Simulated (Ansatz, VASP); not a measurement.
**Pt in VASP and in Ansatz**

File INCAR:

```
SYSTEM = Pt
PREC = Accurate
ENCUT = 520
EDIFF = 1E-7
ISMEAR = 0
SIGMA = 0.15
LREAL = .FALSE.
LASPH = .TRUE.
NELM = 60
ALGO = Fast
ISIF = 2
LWAVE = .FALSE.
LCHARG = .FALSE.
NBANDS = 17
```

File KPOINTS:

```
Automatic mesh
0
G
  21 21 10
  0 0 0
```

POSCAR

```
Pt
1.0
    2.7054523035      0.0000000000      0.0000000000
   -1.3527261517      2.4386226857      0.0000000000
    0.0000000000      0.0000000000      4.7921340000
Pt
2
Direct
    0.6666666667      0.3333333333      0.7500000000
    0.3333333333      0.6666666667      0.2500000000
```

Input for Ansatz:

```yaml
crystal:
  lattice:
    - [2.7054523035, 0.0, 0.0]
    - [-1.3527261517, 2.4386226857, 0.0]
    - [0.0, 0.0, 4.792134]
  atoms:
    - { symbol: Pt, position: [0.6666666667, 0.3333333333, 0.75] }
    - { symbol: Pt, position: [0.3333333333, 0.6666666667, 0.25] }
basis:
  ecutwfc: 420
kpoints:
  mp_grid: { grid: [21, 21, 10] }
hamiltonian:
  xc: lda
scf:
  occupations: { method: gaussian, width: 0.15 }
output:
  forces: true
  stress: true
  eigenvalues: true
```

Change from the starting cell: strain -0.0200 x Voigt [1, -1, 0, 0, 0, 0], atoms carried along.

Alike in both runs: task single point; functional LDA; k mesh 21 × 21 × 10; occupations gaussian, width 0.15 eV; no spin polarisation.

|  | VASP | Ansatz |
| --- | --- | --- |
| version | VASP 6.6.1 | Ansatz 0.2.0 |
| potentials or method | VASP PAW LDA potentials, release 64 (Pt) | scalar-relativistic, plane waves, PAW |
| plane-wave cutoff (eV) | 520 | 420 |
| valence electrons in the cell | 20 | 36 |

VASP gave:

- gap on the k mesh at the Fermi level (eV): none
- pressure (GPa): -14.8
- largest component of the traceless stress (GPa): 4.67

Problem. Estimate Ansatz's values.

Solution. gap on the k mesh at the Fermi level (eV): none; pressure (GPa): -15.3; largest component of the traceless stress (GPa): 4.51.

A gap of «none» marks a metal or a gap that the smearing closes. The two sets of potentials don't hold the same shells in valence.

Spin-orbit coupling is left out, which matters for the levels of Pt.
